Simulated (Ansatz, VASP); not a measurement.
# SiO2: VASP beside Ansatz

```xyz
9
Lattice="4.9323 0.0000 0.0000 -2.4662 4.2715 0.0000 0.0000 0.0000 5.5108" Properties=species:S:1:pos:R:3 pbc="T T T"
Si   -1.2331    2.1358    1.8369
Si    1.2331    2.1358    3.6738
Si    2.4662    0.0000    0.0000
O     0.9821    3.4147    4.5923
O     2.4662    2.5578    2.7554
O     3.4482    0.8569    0.9185
O     1.4841    0.8569    4.5923
O     0.0000    1.7137    2.7554
O    -0.9821    3.4147    0.9185
```

Alike in both runs: functional PBE; k mesh 6 × 6 × 4; occupations gaussian, width 0.02 eV; no spin polarisation.

Ansatz relaxed the structure, and its values are those at the end. VASP's run is a single point on that final structure, the one shown.

```csv
,VASP,Ansatz
version,VASP 6.6.1,Ansatz 0.2.0
potentials or method,"VASP PAW PBE potentials, release 64 (Si, O)","scalar-relativistic, plane waves, PAW"
plane-wave cutoff (eV),520,420
valence electrons in the cell,48,48
```

|  | VASP | Ansatz | Ansatz less VASP |
| --- | --- | --- | --- |
| gap on the k mesh at the Fermi level (eV) | 5.83 | 5.83 | +0.003 |
| least direct gap on the mesh (eV) | 5.94 | 5.94 | 0.000 |
| pressure (GPa) | 12.2 | 12.0 | -0.19 |
| rms of the force components (eV/Å) | 0.006 | 0.002 | -0.0040 |

The functional is the same, so the differences come from potentials, cutoffs and numerics.

A k mesh can miss the band edges. PBE gaps usually lie below the measured ones, often by a third to a half.
